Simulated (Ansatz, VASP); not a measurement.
**Cross-check of Si (Sigma5 (310)[001] symmetric tilt boundary in Si) between VASP and Ansatz**

One calculation is typed for both programs; each brings its own data sets. How far apart do they land? The cell is taken from a series of runs on this material, whose earlier steps may have relaxed, scaled, displaced or heated it; both programs get it as it stands.

Calculated with Ansatz 0.2.0; plane waves, with VASP 6.6.1 beside it; single point at PBE.

## 1. The structure

The cell holds 44 atoms: 44 Si. Cell: a = 5.469 Å, b = 8.647 Å, c = 19.220 Å, α = 90.0°, β = 90.0°, γ = 90.0°. It derives from Si. Two grains of Si, one the mirror image of the other in the boundary plane, two boundaries a cell; of 6 trial joints (lateral shifts, openings, close atoms taken out) the lowest after a short relaxation with the MACE-MP-0b2 potential was kept (shift [0.0, 0.5] of the surface cell, opening 0.83 A, one of each pair under 1.66 A removed), then its atoms and the cell's length along the normal were relaxed with that potential. Lattice constants are starting values near those of PBE. The structure's axis is c.

## 2. VASP: single point, PBE

With cell and atoms fixed, the geometry can't cause a difference; cores, projectors, grids and the points listed under the comparison can.

Lines of VASP's logs that name or quote its potential files are left out, and so is its time.

INCAR reads:

```
SYSTEM = Si
PREC = Accurate
ENCUT = 400
EDIFF = 1E-06
NELM = 120
ISMEAR = -1
SIGMA = 0.025
LREAL = Auto
ALGO = Normal
GGA = PE
NBANDS = 120
LORBIT = 11
LWAVE = .FALSE.
LCHARG = .FALSE.
ISIF = 2
LASPH = .TRUE.
GGA_COMPAT = .FALSE.
EFERMI = MIDGAP
KPAR = 8
```

POSCAR reads:

```
Si
1.0
    5.4690000000      0.0000000000      0.0000000000
    0.0000000000      8.6472500000      0.0000000000
    0.0000000000      0.0000000000     19.2195000000
Si
44
Direct
    0.8749300000      0.5532900000      0.9799500000
    0.8750700000      0.0532900000      0.9799500000
    0.5244000000      0.9096900000      0.0253200000
    0.2256000000      0.4096900000      0.0253200000
    0.0180900000      0.1976500000      0.0737800000
    0.7319100000      0.6976500000      0.0737800000
    0.4788900000      0.5033500000      0.1184300000
    0.2711100000      0.0033500000      0.1184300000
    0.0083700000      0.7995800000      0.1591400000
    0.7416300000      0.2995800000      0.1591400000
    0.4999800000      0.1013200000      0.2108200000
    0.2500200000      0.6013200000      0.2108200000
    0.9999800000      0.3986800000      0.2490700000
    0.7500200000      0.8986800000      0.2490700000
    0.5083700000      0.7004200000      0.3007500000
    0.2416300000      0.2004200000      0.3007500000
    0.9788900000      0.9966500000      0.3414600000
    0.7711100000      0.4966500000      0.3414600000
    0.5180900000      0.3023500000      0.3861100000
    0.2319100000      0.8023500000      0.3861100000
    0.0244000000      0.5903100000      0.4345700000
    0.7256000000      0.0903100000      0.4345700000
    0.3749300000      0.9467100000      0.4799400000
    0.3750700000      0.4467100000      0.4799400000
    0.5243000000      0.4096600000      0.9345600000
    0.2257000000      0.9096600000      0.9345600000
    0.0181100000      0.6976300000      0.8861300000
    0.7318900000      0.1976300000      0.8861300000
    0.4789800000      0.0033200000      0.8414500000
    0.2710200000      0.5033200000      0.8414500000
    0.0083100000      0.2995500000      0.8007500000
    0.7416900000      0.7995500000      0.8007500000
    0.5000300000      0.6013400000      0.7490700000
    0.2499700000      0.1013400000      0.7490700000
    0.0000300000      0.8986600000      0.7108200000
    0.7499700000      0.3986600000      0.7108200000
    0.5083100000      0.2004500000      0.6591400000
    0.2416900000      0.7004500000      0.6591400000
    0.9789800000      0.4966800000      0.6184400000
    0.7710200000      0.9966800000      0.6184400000
    0.5181100000      0.8023700000      0.5737700000
    0.2318900000      0.3023700000      0.5737700000
    0.0243000000      0.0903400000      0.5253300000
    0.7257000000      0.5903400000      0.5253300000
```

KPOINTS reads:

```
Automatic mesh
0
Gamma
7 5 2
0 0 0
```

Potentials, in the order of the species: Si (PBE family, release 64).

On the command line:

```sh
$ mpirun -np 8 vasp_std
```

Numbers of over 12 decimals in the logs are rounded to 6 here.

Output:

```text
[banner, memory and clock lines left out]
running    8 mpi-ranks, on    1 nodes
[...]
|                                                                             |
|           W    W    AA    RRRRR   N    N  II  N    N   GGGG   !!!           |
|           W    W   A  A   R    R  NN   N  II  NN   N  G    G  !!!           |
|           W    W  A    A  R    R  N N  N  II  N N  N  G       !!!           |
|           W WW W  AAAAAA  RRRRR   N  N N  II  N  N N  G  GGG   !            |
|           WW  WW  A    A  R   R   N   NN  II  N   NN  G    G                |
|           W    W  A    A  R    R  N    N  II  N    N   GGGG   !!!           |
|                                                                             |
|     For optimal performance we recommend to set                             |
|       NCORE = 2 up to number-of-cores-per-socket                            |
|     NCORE specifies how many cores store one orbital (NPAR=cpu/NCORE).      |
|     This setting can greatly improve the performance of VASP for DFT.       |
|     The default, NCORE=1 might be grossly inefficient on modern             |
|     multi-core architectures or massively parallel machines. Do your        |
|     Unfortunately you need to use the default for GW and RPA                |
|     calculations (for HF NCORE is supported but not extensively tested      |
|     yet).                                                                   |
|                                                                             |

 LDA part: xc-table for (Slater+PW92), standard interpolation
 POSCAR, INCAR and KPOINTS ok, starting setup
[...]
entering main loop
       N       E                     dE             d eps       ncg     rms          rms(c)
DAV:   1     0.375140887779E+03    0.37514E+03   -0.56806E+04  5760   0.981E+02
DAV:   2    -0.201102556296E+03   -0.57624E+03   -0.54226E+03  6912   0.162E+02
DAV:   3    -0.238927455118E+03   -0.37825E+02   -0.37171E+02  7136   0.377E+01
DAV:   4    -0.239920458756E+03   -0.99300E+00   -0.98541E+00  7192   0.731E+00
[...]
DAV:  14    -0.236067042731E+03   -0.57854E-05   -0.84791E-06  7176   0.709E-03    0.179E-02
DAV:  15    -0.236067044313E+03   -0.15818E-05   -0.41217E-06  6000   0.473E-03    0.683E-03
DAV:  16    -0.236067044086E+03    0.22700E-06   -0.11761E-06  3704   0.222E-03
   1 F= -.23606704E+03 E0= -.23606704E+03  d E =-.247563E-07
```

OUTCAR, selected parts (step 2):

```text
  Total      -12.6569011      4.9210351     -3.2533353      0.0000000      0.0174438      0.0000000
  in kB      -22.3105329      8.6743915     -5.7347091      0.0000000      0.0307485      0.0000000
  external PRESSURE =      -6.4569501 kB  Pullay stress =       0.0000000 kB

 POSITION                                       TOTAL-FORCE (eV/Angst)
 -----------------------------------------------------------------------------------
      4.78499      4.78444     18.83415         0.000914     -0.008929     -0.000726
      4.78576      0.46081     18.83415        -0.000914     -0.008929     -0.000726
      2.86794      7.86632      0.48664        -0.000215     -0.011080      0.006698
      1.23381      3.54269      0.48664         0.000215     -0.011080      0.006698
      0.09893      1.70913      1.41801         0.013275     -0.000519     -0.005278
      4.00282      6.03275      1.41801        -0.013275     -0.000519     -0.005278
      2.61905      4.35259      2.27617        -0.008789      0.007114      0.001388
      1.48270      0.02897      2.27617         0.008789      0.007114      0.001388
      0.04578      6.91417      3.05859         0.006162      0.002495      0.009603
      4.05597      2.59054      3.05859        -0.006162      0.002495      0.009603
      2.73439      0.87614      4.05185        -0.008550     -0.002079      0.007428
      1.36736      5.19976      4.05185         0.008550     -0.002079      0.007428
      5.46889      3.44749      4.78700        -0.008550      0.002074     -0.007352
      4.10186      7.77111      4.78700         0.008550      0.002074     -0.007352
[...]
-----------------------------------------------------------------------------------
    total drift:                               -0.000000     -0.000179     -0.000990

  FREE ENERGIE OF THE ION-ELECTRON SYSTEM (eV)
  ---------------------------------------------------
  free  energy   TOTEN  =      -236.0670440858 eV

  energy  without entropy=     -236.0670440610  energy(sigma->0) =     -236.06704407

[... 3 further parts left out ...]
[key lines of the parts left out:]
E-fermi :   5.5710
```

The run ends at a pressure of -0.65 GPa, with forces up to 0.016 eV/Å.

## 3. Ansatz: single point, PBE

Ansatz runs on its default PAW (the set named soft_2) files.

The same cell, functional, mesh and smearing now go to Ansatz, which takes its cutoff from its data sets.

input.yaml reads:

```yaml
crystal:
  lattice:
    - [5.469, 0.0, 0.0]
    - [0.0, 8.64725, 0.0]
    - [0.0, 0.0, 19.2195]
  atoms:
    - { symbol: Si, position: [0.87493, 0.55329, 0.97995] }
    - { symbol: Si, position: [0.87507, 0.05329, 0.97995] }
    - { symbol: Si, position: [0.5244, 0.90969, 0.02532] }
    - { symbol: Si, position: [0.2256, 0.40969, 0.02532] }
    - { symbol: Si, position: [0.01809, 0.19765, 0.07378] }
    - { symbol: Si, position: [0.73191, 0.69765, 0.07378] }
    - { symbol: Si, position: [0.47889, 0.50335, 0.11843] }
    - { symbol: Si, position: [0.27111, 0.00335, 0.11843] }
    - { symbol: Si, position: [0.00837, 0.79958, 0.15914] }
    - { symbol: Si, position: [0.74163, 0.29958, 0.15914] }
    - { symbol: Si, position: [0.49998, 0.10132, 0.21082] }
    - { symbol: Si, position: [0.25002, 0.60132, 0.21082] }
    - { symbol: Si, position: [0.99998, 0.39868, 0.24907] }
    - { symbol: Si, position: [0.75002, 0.89868, 0.24907] }
    - { symbol: Si, position: [0.50837, 0.70042, 0.30075] }
    - { symbol: Si, position: [0.24163, 0.20042, 0.30075] }
    - { symbol: Si, position: [0.97889, 0.99665, 0.34146] }
    - { symbol: Si, position: [0.77111, 0.49665, 0.34146] }
    - { symbol: Si, position: [0.51809, 0.30235, 0.38611] }
    - { symbol: Si, position: [0.23191, 0.80235, 0.38611] }
    - { symbol: Si, position: [0.0244, 0.59031, 0.43457] }
    - { symbol: Si, position: [0.7256, 0.09031, 0.43457] }
    - { symbol: Si, position: [0.37493, 0.94671, 0.47994] }
    - { symbol: Si, position: [0.37507, 0.44671, 0.47994] }
    - { symbol: Si, position: [0.5243, 0.40966, 0.93456] }
    - { symbol: Si, position: [0.2257, 0.90966, 0.93456] }
    - { symbol: Si, position: [0.01811, 0.69763, 0.88613] }
    - { symbol: Si, position: [0.73189, 0.19763, 0.88613] }
    - { symbol: Si, position: [0.47898, 0.00332, 0.84145] }
    - { symbol: Si, position: [0.27102, 0.50332, 0.84145] }
    - { symbol: Si, position: [0.00831, 0.29955, 0.80075] }
    - { symbol: Si, position: [0.74169, 0.79955, 0.80075] }
    - { symbol: Si, position: [0.50003, 0.60134, 0.74907] }
    - { symbol: Si, position: [0.24997, 0.10134, 0.74907] }
    - { symbol: Si, position: [3.0e-05, 0.89866, 0.71082] }
    - { symbol: Si, position: [0.74997, 0.39866, 0.71082] }
    - { symbol: Si, position: [0.50831, 0.20045, 0.65914] }
    - { symbol: Si, position: [0.24169, 0.70045, 0.65914] }
    - { symbol: Si, position: [0.97898, 0.49668, 0.61844] }
    - { symbol: Si, position: [0.77102, 0.99668, 0.61844] }
    - { symbol: Si, position: [0.51811, 0.80237, 0.57377] }
    - { symbol: Si, position: [0.23189, 0.30237, 0.57377] }
    - { symbol: Si, position: [0.0243, 0.09034, 0.52533] }
    - { symbol: Si, position: [0.7257, 0.59034, 0.52533] }
kpoints:
  mp_grid: { grid: [7, 5, 2] }
hamiltonian:
  xc: pbe
scf:
  occupations: { method: fermi_dirac, width: 0.025 }
output:
  forces: true
```

On the command line:

```sh
$ ansatz run input.yaml --threads 4 --pin off --max-ram 8192MiB --backend cpu --events-out ev --progress --plain --runs-dir out
```

Output:

```text
Warning: the atoms were moved onto the symmetric positions of the space group found under crystal.symmetry.tolerance 1.0e-5 (fractional; no operation is sought that the atoms, as they stand in a round, miss by more than twice it, and no atom is moved by as much as it), and the run uses the moved positions. Before a round's move an operation carried an atom to 1.75e-4 Å from where it should land, the largest such dist [...]
Engine: ansatz 0.2.0, aarch64-unknown-linux-gnu
Pseudopotentials: kind: paw
Pseudopotential: Si, paw, valence charge 4, recommended cutoff 420 eV (normal), Si.paw.azcp
Functional definition: PBE
  parameter kappa = 0.804
  parameter beta = 0.066725
  exchange = pbe_x(kappa = kappa, mu = beta*pi^2/3)
  correlation = pbe_c(beta = beta)
Crystal: 44 atoms, lattice volume = 908.925 Å³
Basis set: ecut = 420 eV, 17763 PW (Γ), exchange–correlation on 80×120×270 points (8 copies of the dense FFT grid, shifted against one another)
Bands: 132, of which v1, the nominal top of the filled ones, is band 88 counted from 1 (87 counted from 0)
Symmetry: 4 space group operations
Space group: P21/c (ITA 14), of the structure as read, at distance tolerance 9.7e-5 Å
k-points: 24 of 70
Non-local potential: Si, projectors of the file, l = 0: 2, l = 1: 2, l = 2: 2
PAW form: soft (Blöchl's): semilocal exchange-correlation on the pseudo side does not see the compensation charge
PAW one-centre angular grid: Si, 110 points (default); XC on 64 Gauss nodes
Initial density: superposition of atomic densities (neutral atoms: chi_scale 0, normalization atom), corrected by the library's trained network
Initial wavefunctions: pseudopotential atomic-orbital guess
Functional: x = pbe(κ = 0.804, μ = 0.219515), c = pbe(β = 0.066725)
SCF iter   1: F=—  HF=-27973.009018 eV  |F-HF|=—  |Δ(HF+E_count)|=         —  Δρ=1.78e-3  dr2=3.39e-2  ethr=1.77e-3  ⟨swp⟩=6.5  Hψ=15327  notcnv=0  defer=353
preconditioner: auto → Resta (q_TF=auto, 2.075 Å⁻¹)  ε∞=5.5  [insulator: Δε(μ)=0.746 eV  Ē_g=7.701 eV  σ=0.025 eV  W_gap=1.00  n_scr=130 (ndim 8)  ℏωp=16.3 eV  f_vac=0.000  D(μ)=0.00/eV (n_scr^D=0)  ε∞_Penn≈5.5]
SCF iter   2: F=—  HF=-27973.012150 eV  |F-HF|=—  |Δ(HF+E_count)|=   3.13e-3  Δρ=9.65e-4  dr2=9.33e-3  ethr=1.93e-5  ⟨swp⟩=3.0  Hψ=5437  notcnv=0  defer=695
SCF iter   3: F=—  HF=-27973.013206 eV  |F-HF|=—  |Δ(HF+E_count)|=   1.06e-3  Δρ=1.44e-4  dr2=2.15e-4  ethr=5.30e-6  ⟨swp⟩=2.8  Hψ=4207  notcnv=0  defer=32
automatic band count: iteration 3 solves 102 bands in place of 132: the levels show a gap, and the empty bands left out lie too high to hold charge; the band table lists the bands solved (type scf.n_extra_bands for more)
SCF iter   4: F=—  HF=-27973.013370 eV  |F-HF|=—  |Δ(HF+E_count)|=   1.64e-4  Δρ=3.58e-5  dr2=1.97e-5  ethr=1.22e-7  ⟨swp⟩=2.2  Hψ=4255  notcnv=0  defer=32
SCF iter   5: F=—  HF=-27973.013347 eV  |F-HF|=—  |Δ(HF+E_count)|=   2.30e-5  Δρ=9.03e-6  dr2=1.10e-6  ethr=1.12e-8  ⟨swp⟩=2.0  Hψ=4370  notcnv=0  defer=32
SCF iter   6: F=-27973.013348 eV  HF=-27973.013348 eV  |F-HF|=2.22e-8  |Δ(HF+E_count)|=   1.32e-6  Δρ=1.93e-6  dr2=5.11e-8  ethr=5.68e-11  ⟨swp⟩=5.0  Hψ=9617  notcnv=0
SCF 1 converged in 6 iterations: F = -27973.013348 eV  dr2 = 5.11e-8
  greatest PAW one-centre occupation: 0.636 electrons in one spin orbital (limit 2), on the Si atom at site 16 (counted from 0), in its partial waves of l = 0
SCF converged after 6 iterations
Free energy (F): -27973.013348 eV
Harris-Foulkes:  -27973.013348 eV  (|F-HF|=2.22e-8)
Internal energy: -27973.013348 eV  (E = F + TS)
E sigma→0 (E₀):  -27973.013348 eV
Entropy (-TS):   -0.000000 eV (-0.000 meV/atom)
Fermi energy:    5.960914 eV
--- Per-component energies (eV) ---
  E_band       = 161.352869
  E_kinetic    = 1756.504202
  E_local      = -1288.420109  (includes V_loc(G=0)·N_el)
  E_nonlocal   = 1136.518372
  E_hartree    = 354.668667
  E_xc         = -2419.932406
  E_vxc        = -2045.697500  (∫ρ·V_xc dr)
  E_paw        = -22560.060560  (= ΣΔE_a)
  E_vpaw       = -106.884667  (= ΣTr[D̂ρ^β])
  E_aug_tail   = 0.000273  (compensation charges beyond the density's cutoff)
  E_ewald      = -4952.291788
  E_smearing   = -0.000000  (= −TS)
  E_closure    = 0.000000  (closes the sum)
  Σ components = -27973.013348   (vs F -27973.013348, Δ=0.00e0)
--- Forces (eV/Å), atoms counted from 1 ---
  atom   1  Si     0.00104630    -0.01329348    -0.00138574
  atom   2  Si    -0.00104630    -0.01329348    -0.00138574
  atom   3  Si    -0.00036641    -0.00888168     0.00427163
  atom   4  Si     0.00036641    -0.00888168     0.00427163
  atom   5  Si     0.01321062     0.00048560    -0.00470866
  atom   6  Si    -0.01321062     0.00048560    -0.00470866
  atom   7  Si    -0.01075794     0.00332399     0.00128482
  atom   8  Si     0.01075794     0.00332399     0.00128482
  atom   9  Si     0.00637749     0.00320860     0.00801343
  atom  10  Si    -0.00637749     0.00320860     0.00801343
  atom  11  Si    -0.00873518     0.00174503     0.01016574
  atom  12  Si     0.00873518     0.00174503     0.01016574
  atom  13  Si    -0.00873518    -0.00174503    -0.01016574
  atom  14  Si     0.00873518    -0.00174503    -0.01016574
  atom  15  Si     0.00637749    -0.00320860    -0.00801343
  atom  16  Si    -0.00637749    -0.00320860    -0.00801343
  atom  17  Si    -0.01075794    -0.00332399    -0.00128482
  atom  18  Si     0.01075794    -0.00332399    -0.00128482
  atom  19  Si     0.01321062    -0.00048560     0.00470866
  atom  20  Si    -0.01321062    -0.00048560     0.00470866
  atom  21  Si    -0.00036641     0.00888168    -0.00427163
  atom  22  Si     0.00036641     0.00888168    -0.00427163
  atom  23  Si     0.00104630     0.01329348     0.00138574
  atom  24  Si    -0.00104630     0.01329348     0.00138574
[...]
atom  37  Si     0.00462681    -0.00445691     0.00729883
  atom  38  Si    -0.00462681    -0.00445691     0.00729883
  atom  39  Si    -0.01458189    -0.00494693     0.00335818
  atom  40  Si     0.01458189    -0.00494693     0.00335818
  atom  41  Si     0.01110649    -0.00017281    -0.00489265
  atom  42  Si    -0.01110649    -0.00017281    -0.00489265
  atom  43  Si     0.00000159     0.00781879     0.00315294
  atom  44  Si    -0.00000159     0.00781879     0.00315294
  max |Σ_I F_I| component: 5.20e-18 eV/Å
```

## 4. Side by side

Known differences besides the potentials themselves: the cutoff is 420 eV in Ansatz and 400 eV in VASP (PREC = Accurate, projectors in real space). Total energies have different zeros and are not compared.

Compared:

```csv
quantity,Ansatz,VASP,difference
gap on the k mesh (eV),0.732,0.731,0.000
```

At this near-relaxed geometry the largest component of a force difference is 5 meV/Å. A gap on the mesh is an upper bound, since the band edges may lie between its points.

## 5. What came out

| Quantity | Value |
| --- | --- |
| difference in gap on the k mesh (single point, PBE) | 3.9e-4 eV |

**Reading.** The difference in gap on the k mesh is 3.9e-4 eV (single point, PBE), within the 0.08 eV picked in this series as the mark of a large difference. Such differences can come from data sets, numerical settings and the points named under the comparisons, not from the functional's error against experiment.

[Lines on the potential files, build, host, timing and source positions are cut from VASP's logs without a mark.]

[Logs are printed without paths, hosts, clocks, repeated set-up lines and the standing remarks that a program may print on its own settings, such as how far it seeks lower states.]

[Hosts, paths, dates, database ids (printed as entryN), source tags and the programs' standing remarks are cut or masked in the printed files.]
